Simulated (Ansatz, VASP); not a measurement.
One calculation of InPd, two programs

The input INCAR:

```
SYSTEM = InPd
  PREC = Accurate
  ENCUT = 520
  EDIFF = 1E-6
  ISMEAR = -1
  SIGMA = 0.05
  LREAL = .FALSE.
  LASPH = .TRUE.
  NELM = 80
  ALGO = Normal
  ISIF = 2
  LWAVE = .FALSE.
  LCHARG = .TRUE.
  GGA = PS
  LELF = .TRUE.
  LVHAR = .TRUE.
  NBANDS = 18
```

File KPOINTS:

```
regular mesh
0
G
  13 13 13
  0 0 0
```

POSCAR

```
InPd
1.0
    3.2472724992      0.0000000000      0.0000000000
    0.0000000000      3.2472724992      0.0000000000
    0.0000000000      0.0000000000      3.2472724992
In Pd
1 1
Direct
    0.0000000000      0.0000000000      0.0000000000
    0.5000000000      0.5000000000      0.5000000000
```

Input for Ansatz:

```yaml
crystal:
  lattice:
    - [3.2472724992, 0.0, 0.0]
    - [0.0, 3.2472724992, 0.0]
    - [0.0, 0.0, 3.2472724992]
  atoms:
    - { symbol: In, position: [0.0, 0.0, 0.0] }
    - { symbol: Pd, position: [0.5, 0.5, 0.5] }
kpoints:
  mp_grid: { grid: [13, 13, 13] }
  band_path:
    path:
      - [0.0, 0.0, 0.0]
      - [0.0, 0.5, 0.0]
      - [0.5, 0.5, 0.0]
      - [0.0, 0.0, 0.0]
      - [0.5, 0.5, 0.5]
      - [0.0, 0.5, 0.0]
      - [0.5, 0.5, 0.5]
      - [0.5, 0.5, 0.0]
    npoints: 14
scf:
  occupations: { method: fermi_dirac, width: 0.05 }
hamiltonian:
  xc: pbesol
  pseudopotentials: { kind: all_electron, lapw: { basis_error: 0.0005 } }
output:
  forces: true
  stress: true
  eigenvalues: true
  populations: true
```

The cell comes from a database or a generator and needn't be the stable form of this composition.

Alike in both runs: task single point; functional PBEsol; k mesh 13 × 13 × 13; occupations fermi-dirac, width 0.05 eV; no spin polarisation.

```csv
,VASP,Ansatz
version,VASP 6.6.1,Ansatz 0.2.0
potentials or method,"VASP PAW PBE potentials, release 64 (In_d, Pd)","all-electron LAPW, scalar-relativistic"
plane-wave cutoff (eV),520,see its input
```

Ansatz gave:

| Quantity | Value |
| --- | --- |
| pressure (GPa) | 0.0 |

Problem. What did VASP give for the same quantities?

Solution. Pressure (GPa): 0.2.

Ansatz ran all-electron here, so the differences hold the error of VASP's frozen core and of both bases.

Caveats: the PAW data sets were made with another functional, which shifts forces and pressure a little (VASP).
